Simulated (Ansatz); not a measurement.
Reactions of `C[SiH2]C(F)F`.

Isolated molecules relaxed with PBE0-D4/def2-TZVP in Ansatz; ΔE leaves out vibrations. CCSD(T)/CBS adds triple-zeta CCSD(T) − MP2 to the extrapolated MP2 energy (def2 sets, frozen cores). This one scheme is used for every species. DFT in def2-TZVPP. Open shells (•) are unrestricted, without spin–orbit coupling. def2 core potentials past Kr. For Sn outer-core shells are correlated without core-valence functions, which leaves a few kJ/mol of doubt a bond. One conformer a species, not always the lowest.

```tsv
reaction	CCSD(T)/CBS(def2) (eV)
`C[SiH2]C(F)F` + `OCO` → `C[SiH2]OCO` + difluoromethane	-1.24
`C[SiH2]C(F)F` + acetic acid → `C[SiH2]OC(C)=O` + difluoromethane	?
`C[SiH2]C(F)F` → `F[C]F` + `C[SiH3]`	2.51
`C[SiH2]C(F)F` → `C[SiH2]F` + `[CH]F`	?
`C[SiH2]C(F)F` → difluoromethane + `C[SiH]`	2.12
`C[SiH2]C(F)F` + `[NH2][SnH3]` → `C[SiH2][NH][SnH3]` + difluoromethane	?
`C[SiH2]C(F)F` → `F[CH]F`• + `C[SiH2]`•	3.73
`C[SiH2]C(F)F` → `C[SiH](F)CF`	-2.12
`C[SiH2]C(F)F` → `CC(F)F` + `[SiH2]`	2.26
`C[SiH2]C(F)F` + H₂ → `FC(F)[SiH3]` + CH₄	-0.23
```

(1) Fill in the missing values. (Best estimate.)

Largest T1 diagnostic: 0.018, for `[CH]F`.

Results:

(1) The calculation gave: `C[SiH2]C(F)F` + acetic acid → `C[SiH2]OC(C)=O` + difluoromethane: -1.23 eV; `C[SiH2]C(F)F` → `C[SiH2]F` + `[CH]F`: +1.86 eV; `C[SiH2]C(F)F` + `[NH2][SnH3]` → `C[SiH2][NH][SnH3]` + difluoromethane: -0.98 eV.
